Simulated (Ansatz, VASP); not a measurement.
## Mn: VASP beside Ansatz

```
CELL_PARAMETERS angstrom
2.47915 0.00000 0.00000
-1.23958 2.14701 0.00000
0.00000 0.00000 4.02536
ATOMIC_POSITIONS crystal
Mn 0.33333 0.66667 0.25000
Mn 0.66667 0.33333 0.75000
```

Alike in both runs: functional PBE; k mesh 12 × 12 × 6; occupations gaussian, width 0.1 eV; no spin polarisation.

Ansatz relaxed the structure, and its values are those at the end. VASP's run is a single point on that final structure, the one shown.

|  | VASP | Ansatz |
| --- | --- | --- |
| version | VASP 6.6.1 | Ansatz 0.2.0 |
| potentials or method | VASP PAW PBE potentials, release 64 (Mn_pv) | scalar-relativistic, plane waves, PAW |
| plane-wave cutoff (eV) | 520 | 420 |
| valence electrons in the cell | 26 | 30 |

|  | VASP | Ansatz | Ansatz less VASP |
| --- | --- | --- | --- |
| gap on the k mesh at the Fermi level (eV) | none | none | - |
| pressure (GPa) | -0.2 | 0.0 | +0.17 |

A gap of «none» marks a metal or a gap that the smearing closes. The functional is the same, so the differences come from potentials, cutoffs and numerics. The two sets of potentials don't hold the same shells in valence.

Caveats: the run has no spin polarisation, though such a crystal can be magnetic. Spin polarisation is off, so any magnetic state and its effect on volume and gap are missing.
